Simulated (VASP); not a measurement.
# GaN (P6_3mc) in VASP: band structure with PBE

Aim: the band structure of GaN with PBE.

All numbers are computed with VASP 6.6.1; they aren't measurements. Logs are shortened: lines on timing, memory, paths and dates and some standing lists are left out, and cuts for length are marked.

**Experimental background.**

“Studying electronic properties in GaN without electrical contacts using γ-γ vs e−-γ Perturbed Angular Correlations”, 2019, pmc:6823545 quotes, for a bulk crystal of GaN: band gap 3.503 ± 0.005 eV (direct).

The results are compared with them further down.

**1. Starting point**

It takes space group P6_3mc (No. 186, hexagonal). Conventional cell: a = 3.219 Å, b = 3.219 Å, c = 5.245 Å, α = 90.00°, β = 90.00°, γ = 120.00°. Ga (site symmetry 3m) is surrounded by 4 N at 1.97 to 1.98 Å. Around N (site symmetry 3m) lie 4 Ga at 1.97 to 1.98 Å.

**2. Band structure, PBE**

INCAR reads:

```
SYSTEM = GaN
PREC = Accurate ; ENCUT = 520
EDIFF = 1E-7 ; ISMEAR = 0
SIGMA = 0.02 ; LREAL = .FALSE.
LASPH = .TRUE. ; NELM = 80
ALGO = Normal ; ISIF = 2
LWAVE = .FALSE. ; LCHARG = .FALSE.
GGA = PE ; AMIX = 0.2
```

KPOINTS reads:

```
regular mesh
0
G
  12 12 6
  0 0 0
```

POSCAR reads:

```
GaN                                     
1.0
    3.2188884879      0.0000000000      0.0000000000
   -1.6094442439      2.7876391982      0.0000000000
    0.0000000000      0.0000000000      5.2445697879
  Ga              N             
     2     2
Direct
     0.3333333300000021    0.6666666699999979    0.9991422419515820
     0.6666666699999979    0.3333333300000021    0.4991422419515819
     0.3333333300000021    0.6666666699999979    0.3758577580484181
     0.6666666699999979    0.3333333300000021    0.8758577580484180
```

KPOINTS_OPT reads:

```
path GMKGALHA,LM,KH
20
line-mode
reciprocal
 0.0000000000  0.0000000000  0.0000000000  G
 0.5000000000  0.0000000000  0.0000000000  M

 0.5000000000  0.0000000000  0.0000000000  M
 0.3333333333  0.3333333333  0.0000000000  K

 0.3333333333  0.3333333333  0.0000000000  K
 0.0000000000  0.0000000000  0.0000000000  G

 0.0000000000  0.0000000000  0.0000000000  G
 0.0000000000  0.0000000000  0.5000000000  A

 0.0000000000  0.0000000000  0.5000000000  A
 0.5000000000  0.0000000000  0.5000000000  L

 0.5000000000  0.0000000000  0.5000000000  L
 0.3333333333  0.3333333333  0.5000000000  H

 0.3333333333  0.3333333333  0.5000000000  H
 0.0000000000  0.0000000000  0.5000000000  A

 0.5000000000  0.0000000000  0.5000000000  L
 0.5000000000  0.0000000000  0.0000000000  M

 0.3333333333  0.3333333333  0.0000000000  K
 0.3333333333  0.3333333333  0.5000000000  H
```

Potentials or basis: VASP PAW PBE potentials, release 64 (Ga_d, N).

Command:

```
$ cat potpaw_PBE.64/Ga_d/POTCAR potpaw_PBE.64/N/POTCAR > POTCAR
$ mpirun -np 1 vasp_std > vasp.out
```

OUTCAR:

```text
SYSTEM = GaN
   PREC = Accurate
   ENCUT = 520
   EDIFF = 1E-7
   ISMEAR = 0
   LREAL = .FALSE.
   LASPH = .TRUE.
   NELM = 80
   ISIF = 2
   GGA = PE
   AMIX = 0.2

 ion  position               nearest neighbor table
   1  0.333  0.667  0.999-   4 1.97   4 1.97   4 1.97   3 1.98
   2  0.667  0.333  0.499-   3 1.97   3 1.97   3 1.97   4 1.98
   3  0.333  0.667  0.376-   2 1.97   2 1.97   2 1.97   1 1.98
   4  0.667  0.333  0.876-   1 1.97   1 1.97   1 1.97   2 1.98

  LATTYP: Found a hexagonal cell.
 ALAT       =     3.2188884879
 C/A-ratio  =     1.6293108033

  Lattice vectors:

 A1 = (   3.2188884879,   0.0000000000,   0.0000000000)
 A2 = (  -1.6094442439,   2.7876391982,   0.0000000000)
 A3 = (   0.0000000000,   0.0000000000,   5.2445697879)

Analysis of symmetry for initial positions (statically):
=====================================================================
 Subroutine PRICEL returns:
 Original cell was already a primitive cell.

 Routine SETGRP: Setting up the symmetry group for a
 hexagonal supercell.

 Subroutine GETGRP returns: Found 12 space group operations
 (whereof  6 operations were pure point group operations)
 out of a pool of 24 trial point group operations.

The static configuration has the point symmetry C_3v.
 The point group associated with its full space group is C_6v.

Analysis of symmetry for dynamics (positions and initial velocities):
=====================================================================
 Subroutine PRICEL returns:
 Original cell was already a primitive cell.

 Routine SETGRP: Setting up the symmetry group for a
 hexagonal supercell.

 Subroutine GETGRP returns: Found 12 space group operations
 (whereof  6 operations were pure point group operations)
 out of a pool of 24 trial point group operations.

The dynamic configuration has the point symmetry C_3v.
 The point group associated with its full space group is C_6v.

 Subroutine INISYM returns: Found 12 space group operations
 (whereof  6 operations are pure point group operations),
 and found     1 'primitive' translations

----------------------------------------------------------------------------------------

                                     Primitive cell

  volume of cell :      47.0600

  direct lattice vectors                    reciprocal lattice vectors
     3.218888488  0.000000000  0.000000000     0.310666245  0.179363241  0.000000000
    -1.609444244  2.787639198  0.000000000     0.000000000  0.358726481  0.000000000
     0.000000000  0.000000000  5.244569788     0.000000000  0.000000000  0.190673409

  length of vectors
     3.218888488  3.218888484  5.244569788     0.358726481  0.358726481  0.190673409

  position of ions in fractional coordinates (direct lattice)
     0.333333330  0.666666670  0.999142242
     0.666666670  0.333333330  0.499142242
     0.333333330  0.666666670  0.375857758
     0.666666670  0.333333330  0.875857758

  ion indices of the primitive-cell ions
   primitive index   ion index
                 1           1
                 2           2
                 3           3
                 4           4

----------------------------------------------------------------------------------------

 KPOINTS: regular mesh

Automatic generation of k-mesh.
 Grid dimensions read from file:
 generate k-points for:   12   12    6

 Generating k-lattice:

  Cartesian coordinates                     Fractional coordinates (reciprocal lattice)
     0.025888854  0.014946937  0.000000000     0.083333333 -0.000000000  0.000000000
     0.000000000  0.029893873  0.000000000     0.000000000  0.083333333  0.000000000
     0.000000000  0.000000000  0.031778901     0.000000000  0.000000000  0.166666667

  Length of vectors
     0.029893873  0.029893873  0.031778901

  Shift w.r.t. Gamma in fractional coordinates (k-lattice)
     0.000000000  0.000000000  0.000000000

 Subroutine IBZKPT returns following result:
 ===========================================

 Found     76 irreducible k-points:

 Following reciprocal coordinates:
            Coordinates               Weight
  0.000000  0.000000  0.000000      1.000000
  0.083333  0.000000  0.000000      6.000000
  0.166667  0.000000  0.000000      6.000000
  0.250000  0.000000  0.000000      6.000000
  0.333333  0.000000  0.000000      6.000000
  0.416667 -0.000000  0.000000      6.000000
[... 16 lines left out ...]
  0.250000  0.000000  0.166667     12.000000
  0.333333  0.000000  0.166667     12.000000
 [... further k-points ...]
   k-points           NKPTS =     76   k-points in BZ     NKDIM =     76   number of bands    NBANDS=     22
   number of dos      NEDOS =    301   number of ions     NIONS =      4
   total plane-waves  NPLWV =  23040
   dimension x,y,z NGX =    24 NGY =   24 NGZ =   40
   dimension x,y,z NGXF=    48 NGYF=   48 NGZF=   80
   ions per type =               2   2
   NGX,Y,Z   is equivalent  to a cutoff of  12.40, 12.40, 12.68 a.u.
   NGXF,Y,Z  is equivalent  to a cutoff of  24.79, 24.79, 25.36 a.u.
 SYSTEM =  GaN
   PREC   = accura    normal or accurate (medium, high low for compatibility)
   ISTART =      0    job   : 0-new  1-cont  2-samecut
   ICHARG =      2    charge: 1-file 2-atom 10-const
   ISPIN  =      1    spin polarized calculation?
   LNONCOLLINEAR =      F non collinear calculations
   LSORBIT =      F    spin-orbit coupling
   LASPH  =      T    aspherical Exc in radial PAW
   ENCUT  =  520.0 eV  38.22 Ry    6.18 a.u.   5.98  5.98  9.75*2*pi/ulx,y,z
   NELM   =     80;   NELMIN=  2; NELMDL= -5     # of ELM steps
   EDIFF  = 0.1E-06   stopping-criterion for ELM
   LREAL  =      F    real-space projection
   EDIFFG = 0.1E-05   stopping-criterion for IOM
   NSW    =      0    number of steps for IOM
   IBRION =     -1    ionic relax: 0-MD 1-quasi-New 2-CG
   NFREE  =      0    steps in history (QN), initial steepest desc. (CG)
   ISIF   =      2    stress and relaxation
   ISYM   =      2    0-nonsym 1-usesym 2-fastsym
   POTIM  = 0.5000    time-step for ionic-motion
   TEBEG  =    0.0;   TEEND  =   0.0 temperature during run
   PSTRESS=    0.0 pullay stress
   NELECT =      36.0000    total number of electrons
   NUPDOWN=      -1.0000    fix difference up-down
   EMIN   =  10.00;   EMAX   =-10.00  energy-range for DOS
   EFERMI =   0.00;   METHOD = LEGACY
   ISMEAR =     0;   SIGMA  =   0.02  broadening in eV -4-tet -1-fermi 0-gaus
   EFERMI_NEDOS =   21; number of points for ismear=-14 and -15
   IALGO  =     38    algorithm
   IMIX   =      4    mixing-type and parameters
     AMIX     =   0.20;   BMIX     =  1.00
     AMIX_MAG =   0.80;   BMIX_MAG =  1.00
  volume/ion in A,a.u.               =      11.77        79.39
  Fermi-wavevector in a.u.,A,eV,Ry     =   1.497240  2.829374 30.500573  2.241729
  Thomas-Fermi vector in A             =   2.609154
   LORBIT       =      0    0 simple, 1 ext, 2 COOP (PROOUT), +10 PAW based schemes
   GGA     = PE    functional components
   LHFCALC =     F    Hartree Fock is set to
   AEXX    =    0.0000 exact exchange contribution
   IVDW    =     0    specifies the selected vdW correction
   LEPSILON=     F    determine dielectric tensor
   LRPA    =     F    only Hartree local field effects (RPA)
 non-spin polarized calculation
 Gauss-broadening in eV      SIGMA  =   0.02
  energy-cutoff  :      520.00
  volume of cell :       47.06
 maximum number of plane-waves:      1292
 NGX is ok and might be reduce to    24
   NGX = 11   NGY = 11   NGZ = 19

 number of electron      35.9999957 magnetization

 Free energy of the ion-electron system (eV)
  ---------------------------------------------------
  ext. energy  EPLUGINS =         0.00000000
  ---------------------------------------------------
  free energy    TOTEN  =       -24.32789057 eV

  energy without entropy =      -24.32789057  energy(sigma->0) =      -24.32789057

 E-fermi :   5.1150     XC(G=0): -11.5120

 val. band max:        5.0026979366   @ k =   0.0000   0.0000   0.0000
 cond. band min:       6.7142916078   @ k =   0.0000   0.0000   0.0000
 fundamental gap:      1.7115936712
 Fermi energy:         5.1149888471

 k-point     1 :       0.0000    0.0000    0.0000
  band No.  band energies     occupation
      1     -10.7279      2.00000
      2      -9.9067      2.00000
      3      -8.4177      2.00000
      4      -8.4033      2.00000
      5      -8.4033      2.00000
      6      -8.3477      2.00000
[... 14 lines left out ...]
     21      14.0210      0.00000
     22      14.7290      0.00000

 k-point     2 :       0.0833    0.0000    0.0000
  band No.  band energies     occupation
      1     -10.6637      2.00000
      2      -9.8910      2.00000
      3      -8.4118      2.00000
      4      -8.3941      2.00000
      5      -8.3797      2.00000
      6      -8.3405      2.00000
[... 14 lines left out ...]
     21      13.8504      0.00000
     22      14.2446      0.00000

 k-point     3 :       0.1667    0.0000    0.0000
  band No.  band energies     occupation
      1     -10.4901      2.00000
      2      -9.8527      2.00000
      3      -8.3895      2.00000
      4      -8.3716      2.00000
      5      -8.3262      2.00000
      6      -8.3009      2.00000
[... 14 lines left out ...]
     21      13.0281      0.00000
     22      13.7868      0.00000
[... 476 lines left out ...]
 k-point    23 :       0.2500    0.0000    0.1667
  band No.  band energies     occupation
      1     -10.2143      2.00000
      2      -9.8206      2.00000
      3      -8.3666      2.00000
      4      -8.3434      2.00000
      5      -8.2999      2.00000
      6      -8.2611      2.00000
[... 14 lines left out ...]
     21      12.2101      0.00000
     22      13.2000      0.00000

 k-point    24 :       0.3333    0.0000    0.1667
  band No.  band energies     occupation
      1     -10.0330      2.00000
      2      -9.7848      2.00000
      3      -8.3581      2.00000
      4      -8.3289      2.00000
      5      -8.2750      2.00000
      6      -8.2171      2.00000
[... 14 lines left out ...]
     21      11.8869      0.00000
     22      13.0667      0.00000

 [... further k-points ...]

------------------------ aborting loop because EDIFF is reached ----------------------------------------

  FORCE on cell =-STRESS in cart. coord.  units (eV):
  Direction    XX          YY          ZZ          XY          YZ          ZX
  --------------------------------------------------------------------------------------
  -------------------------------------------------------------------------------------
  Total        0.0091872      0.0091872      0.0096653      0.0000000     -0.0000000      0.0000000
  in kB        0.3127805      0.3127805      0.3290599      0.0000000     -0.0000000      0.0000000
  external PRESSURE =       0.3182070 kB  Pullay stress =       0.0000000 kB

 VOLUME and BASIS-vectors are now :
 -----------------------------------------------------------------------------
  energy-cutoff  :      520.00
  volume of cell :       47.06
      direct lattice vectors                 reciprocal lattice vectors
     3.218888488  0.000000000  0.000000000     0.310666245  0.179363241  0.000000000
    -1.609444244  2.787639198  0.000000000     0.000000000  0.358726481  0.000000000
     0.000000000  0.000000000  5.244569788     0.000000000  0.000000000  0.190673409

 POSITION                                       TOTAL-FORCE (eV/Angst)
 -----------------------------------------------------------------------------------
     -0.00000      1.85843      5.24007         0.000000     -0.000000     -0.000136
      1.60944      0.92921      2.61779        -0.000000      0.000000     -0.000136
     -0.00000      1.85843      1.97121         0.000000     -0.000000      0.000136
      1.60944      0.92921      4.59350        -0.000000      0.000000      0.000136
 -----------------------------------------------------------------------------------
    total drift:                               -0.000011      0.000005     -0.001174

  FREE ENERGIE OF THE ION-ELECTRON SYSTEM (eV)
  ---------------------------------------------------
  free  energy   TOTEN  =       -24.3278905664 eV

  energy  without entropy=      -24.3278905664  energy(sigma->0) =      -24.32789057
```

Run time: 64 s. Hardware: 1 thread of Intel Xeon 6975P-C (Granite Rapids), shared host; peak memory 0.25 GiB.

Results:

* Free energy: -24.3279 eV
* Pressure: 0.0 GPa
* Band gap on the k mesh: 1.71 eV, direct
* Band gap along the path: 1.71 eV, direct

Levels at the corners of the path, in eV from the valence-band top:
```tsv
point	band 16	band 17	band 18	band 19	band 20	band 21
Γ	-0.04	0.00	0.00	1.71	4.06	9.02
M	-2.64	-2.11	-0.96	4.98	5.37	5.98
M	-2.64	-2.11	-0.96	4.98	5.37	5.98
K	-2.87	-2.87	-2.62	5.18	7.53	7.53
K	-2.87	-2.87	-2.62	5.18	7.53	7.53
Γ	-0.04	0.00	0.00	1.71	4.06	9.02
Γ	-0.04	0.00	0.00	1.71	4.06	9.02
A	-0.51	-0.51	-0.51	4.06	4.06	8.31
A	-0.51	-0.51	-0.51	4.06	4.06	8.31
L	-1.87	-1.83	-1.83	4.31	4.31	7.57
L	-1.87	-1.83	-1.83	4.31	4.31	7.57
H	-4.03	-1.42	-1.42	6.22	6.22	7.25
H	-4.03	-1.42	-1.42	6.22	6.22	7.25
A	-0.51	-0.51	-0.51	4.06	4.06	8.31
L	-1.87	-1.83	-1.83	4.31	4.31	7.57
M	-2.64	-2.11	-0.96	4.98	5.37	5.98
K	-2.87	-2.87	-2.62	5.18	7.53	7.53
H	-4.03	-1.42	-1.42	6.22	6.22	7.25
```

**3. Against experiment**

Step 2. Measured gap of GaN: 3.503 eV (direct; quoted in “Studying electronic properties in GaN without electrical contacts using γ-γ vs e−-γ Perturbed Angular Correlations”, 2019, pmc:6823545). This calculation gives 1.71 eV (-1.79 eV). So large a miss can be the level of theory's own, or it may mean another phase, state or a wrong row. Spin-orbit coupling on Ga is left out. The value is that of PBE, without temperature or zero-point motion. Semilocal functionals fall short of measured gaps as a rule.
